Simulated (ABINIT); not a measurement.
# WS2 (R3m) in ABINIT: single point with PBEsol+U

Aim: the single point of WS2 with PBEsol+U.

Everything below comes from runs of ABINIT 10.8.3 (patched build). Logs are shortened: lines on timing, memory, paths and dates and some standing lists are left out, and cuts for length are marked. The log counts tension as positive stress, the text compression.

## Step 1: Starting point

It takes space group R3m (No. 160, trigonal). Conventional cell: a = 3.158 Å, b = 3.158 Å, c = 18.490 Å, α = 90.00°, β = 90.00°, γ = 120.00°. W (site symmetry 3m) has 6 S at 2.39 to 2.42 Å as nearest neighbours. S (site symmetry 3m) is surrounded by 3 W at 2.39 Å. Around S (site symmetry 3m) lie 3 W at 2.42 Å.

Measurements of this composition are mostly on another form, of space group No. 194.

## Step 2: Single point, PBEsol+U

run.abi

```
# Pseudopotentials
pp_dirpath "./"
pseudos "W.GGA_PBE-JTH.xml, S.GGA_PBE-JTH.xml"

# Structure
acell 12.145948882 12.145948882 12.1459488794
rprim
     0.2456685683     0.1418368135     0.9589208898
    -0.2456685683     0.1418368135     0.9589208898
     0.0000000000    -0.2836736271     0.9589208900
ntypat 2
znucl 74 16
natom 3
typat 1 2 2
xcart
     0.0000000000     0.0000000000     0.0000000000
     0.0000000000     0.0000000000    26.2162415499
     0.0000000000     0.0000000000    20.3007281627

# Plane-wave basis
ecut 20.0
pawecutdg 40.0
pawxcdev 0

# k points
kptopt 1
ngkpt 7 7 7
nshiftk 1
shiftk 0.0 0.0 0.0

# Exchange and correlation
ixc -116133

# Bands and occupations
nband 17
occopt 7
tsmear 0.00183747

# DFT+U
usepawu 1
lpawu 2 -1
upawu 8.0 0.0 eV
jpawu 0.0 0.0 eV

# SCF cycle
nstep 100
tolvrs 1.0e-9

# Output
iomode 3
prtwf 0
prtden 0
prteig 0
prtebands 0
enunit 1
```

Potentials or basis: JTH PAW PBE v2.0.

The run is started by

```sh
$ abinit run.abi > log 2>&1
```

run.abo:

```text
.Version 10.8.3 of ABINIT
 Symmetries : space group R3 m (#160); Bravais hR (rhombohedral)
================================================================================
 Values of the parameters that define the memory need of the present run
     intxc =       0    ionmov =       0      iscf =      17    lmnmax =      18
     lnmax =       6     mgfft =      50  mpssoang =       3    mqgrid =    3001
     natom =       3  nloc_mem =       2    nspden =       1   nspinor =       1
    nsppol =       1      nsym =       6    n1xccc =       1    ntypat =       2
    occopt =       7   xclevel =       2
       mpw =        1556          nfft =      125000          nkpt =          44
 PAW method is used; the additional fine FFT grid is defined by:
   mgfftf=        72    nfftf =    373248
================================================================================
================================================================================

--------------------------------------------------------------------------------
------------- Echo of variables that govern the present computation ------------
--------------------------------------------------------------------------------
 -outvars: echo values of preprocessed input variables --------
            acell      1.2145948882E+01  1.2145948882E+01  1.2145948879E+01 Bohr
              amu      1.83850000E+02  3.20660000E+01
             ecut      2.00000000E+01 Hartree
           enunit           1
              ixc     -116133
         kptrlatt        7    0    0      0    7    0      0    0    7
          kptrlen      4.17742901E+01
            lpawu           2      -1
            natom           3
            nband          17
            ngfft          50      50      50
          ngfftdg          72      72      72
             nkpt          44
            nstep         100
             nsym           6
           ntypat           2
           occopt           7
        pawecutdg      4.00000000E+01 Hartree
         pawxcdev           0
           prtden           0
        prtebands           0
           prteig           0
            prtwf           0
            rprim      2.4566856830E-01  1.4183681350E-01  9.5892088980E-01
                      -2.4566856830E-01  1.4183681350E-01  9.5892088980E-01
                       0.0000000000E+00 -2.8367362710E-01  9.5892089000E-01
          spgroup         160
           tolvrs      1.00000000E-09
           tsmear      1.83747000E-03 Hartree
            typat      1  2  2
            upawu      2.93994577E-01  0.00000000E+00 Hartree
          usepawu           1
           useylm           1
           xangst      0.0000000000E+00  0.0000000000E+00  0.0000000000E+00
                       9.1324618816E-17 -1.8940626891E-10  1.3873037574E+01
                       3.0484496969E-18 -1.4666795623E-10  1.0742682701E+01
            xcart      0.0000000000E+00  0.0000000000E+00  0.0000000000E+00
                       1.7257851812E-16 -3.5792597476E-10  2.6216241550E+01
                       5.7607350357E-18 -2.7716226872E-10  2.0300728163E+01
[... 161 lines left out ...]
    3      0.00000000000000    -0.00000000014667    10.74268270114961

 cartesian forces (hartree/bohr) at end:
    1     -0.00000000000000     0.00000000000016    -0.01281374790404
    2      0.00000000000000    -0.00000000000026     0.02092929612700
    3     -0.00000000000000     0.00000000000010    -0.00811554822296
 frms,max,avg= 8.6158104E-03 2.0929296E-02   0.000E+00  0.000E+00 -1.735E-05 h/b

 cartesian forces (eV/Angstrom) at end:
    1     -0.00000000000000     0.00000000000816    -0.65890940979298
    2      0.00000000000000    -0.00000000001333     1.07622767840421
    3     -0.00000000000000     0.00000000000517    -0.41731826861123
 frms,max,avg= 4.4304278E-01 1.0762277E+00   0.000E+00  0.000E+00 -8.922E-04 e/A
 length scales= 12.145948882000 12.145948882000 12.145948879400 bohr
              =  6.427359348787  6.427359348787  6.427359347411 angstroms
 Fermi (or HOMO) energy (eV) =   8.06223   Average Vxc (eV)= -11.18747
 Eigenvalues (   eV  ) for nkpt=  44  k points:
 kpt#   1, nband= 17, wtk=  0.00292, kpt=  0.0000  0.0000  0.0000 (reduced coord)
 -68.37680  -32.50054  -32.37264  -32.37264   -8.18454   -6.07467   -0.18497    4.27287
   4.27287    5.61528    5.61528    6.04231    6.51597   10.07150   10.07150   10.33523
  10.33523
 prteigrs : prtvol=0 or 1, do not print more k-points.

--- !EnergyTerms
iteration_state     : {dtset: 1, }
comment             : Components of total free energy in Hartree
kinetic             :  1.56563966939970E+01
hartree             :  2.74806697049470E+01
xc                  : -1.49741214228006E+01
Ewald energy        : -5.99631423300982E+01
psp_core            :  3.87527529256889E+00
local_psp           : -6.94018702713824E+01
PAW spherical_terms :  7.83102372614821E+00
internal            : -8.94957686066201E+01
'-kT*entropy'       : -4.68183190829666E-18
total_energy        : -8.94957686066201E+01
total_energy_eV     : -2.43530392693568E+03
...

--- !EnergyTermsDC
iteration_state     : {dtset: 1, }
comment             : '"Double-counting" decomposition of free energy'
band_energy         : -1.11682893628247E+01
Ewald energy        : -5.99631423300982E+01
psp_core            :  3.87527529256889E+00
xc_dc               : -3.05529014397703E+01
PAW spherical_terms :  8.31328993879186E+00
internal            : -8.94957679013324E+01
'-kT*entropy'       : -4.68183190829666E-18
total_energy_dc     : -8.94957679013324E+01
total_energy_dc_eV  : -2.43530390774382E+03
...

--- !EnergyTermsWithPAWCore
iteration_state     : {dtset: 1, }
comment             : 'Components of total free energy, including PAW core contributions'
Total energy        : -1.69351816209782E+04
Total energy DC     : -1.69351816202729E+04
Total energy (eV)   : -4.60829768234276E+05
Total energy DC (eV): -4.60829768215084E+05
...

 Cartesian components of stress tensor (hartree/bohr^3)
  sigma(1 1)= -2.06830957E-04  sigma(3 2)=  1.41409497E-14
  sigma(2 2)= -2.06830878E-04  sigma(3 1)=  0.00000000E+00
  sigma(3 3)= -2.64534297E-04  sigma(2 1)=  0.00000000E+00

-Cartesian components of stress tensor (GPa)         [Pressure=  6.6511E+00 GPa]
- sigma(1 1)= -6.08517683E+00  sigma(3 2)=  4.16041104E-10
- sigma(2 2)= -6.08517452E+00  sigma(3 1)=  0.00000000E+00
- sigma(3 3)= -7.78286773E+00  sigma(2 1)=  0.00000000E+00

== END DATASET(S) ==============================================================
================================================================================

 -outvars: echo values of variables after computation  --------
            acell      1.2145948882E+01  1.2145948882E+01  1.2145948879E+01 Bohr
           etotal     -8.9495767901E+01
            fcart     -1.5368931795E-18  1.5868475396E-13 -1.2813747904E-02
                       1.7938031674E-18 -2.5919131334E-13  2.0929296127E-02
                      -2.5690998788E-19  1.0050655937E-13 -8.1155482230E-03
            rprim      2.4566856830E-01  1.4183681350E-01  9.5892088980E-01
                      -2.4566856830E-01  1.4183681350E-01  9.5892088980E-01
                       0.0000000000E+00 -2.8367362710E-01  9.5892089000E-01
           strten     -2.0683095661E-04 -2.0683087808E-04 -2.6453429720E-04
                       1.4140949687E-14  0.0000000000E+00  0.0000000000E+00
           xangst      0.0000000000E+00  0.0000000000E+00  0.0000000000E+00
                       9.1324618816E-17 -1.8940626891E-10  1.3873037574E+01
                       3.0484496969E-18 -1.4666795623E-10  1.0742682701E+01
             xred      0.0000000000E+00  0.0000000000E+00  0.0000000000E+00
                       7.5030000000E-01  7.5030000000E-01  7.5030000000E-01
                       5.8100000000E-01  5.8100000000E-01  5.8100000000E-01
 Calculation completed.
```

Run time: 3.5 min. Hardware: 1 thread of Intel Xeon Platinum 8259CL at 2.50GHz (Skylake/Cascade Lake), shared host; peak memory 0.25 GiB.

Results:

* Free energy: -2435.3039 eV
* Pressure: 6.7 GPa
* Largest force: 1.076 eV/Å
* Band gap on the k mesh: 1.14 eV, indirect (least direct gap 2.39 eV)
* Valence electrons inside the program's atomic spheres: W 11.59; S 3.65, 3.63

Forces in eV/Å, atoms in the order of the input:
```
W    0.000  0.000 -0.659
S    0.000  0.000  1.076
S    0.000  0.000 -0.417
```

Levels at points of the mesh, in eV from the valence-band top:
```csv
k point,band 10,band 11,band 12,band 13,band 14,band 15,band 16,band 17
"(0.00, 0.00, 0.00)",-2.13,-2.13,-1.70,-1.23,2.33,2.33,2.59,2.59
```

Eigenvalues of the final occupation matrices:
```tsv
site	spin	trace	eigenvalues
atom 1	1	1.42	0.27 0.27 0.28 0.28 0.32
```

Caveat: the PAW data sets were made with another functional, which shifts forces and pressure a little; spin-orbit coupling is left out, which moves the levels of the heavy elements; an odd mesh through Γ misses points on the zone boundary, where band edges often lie.
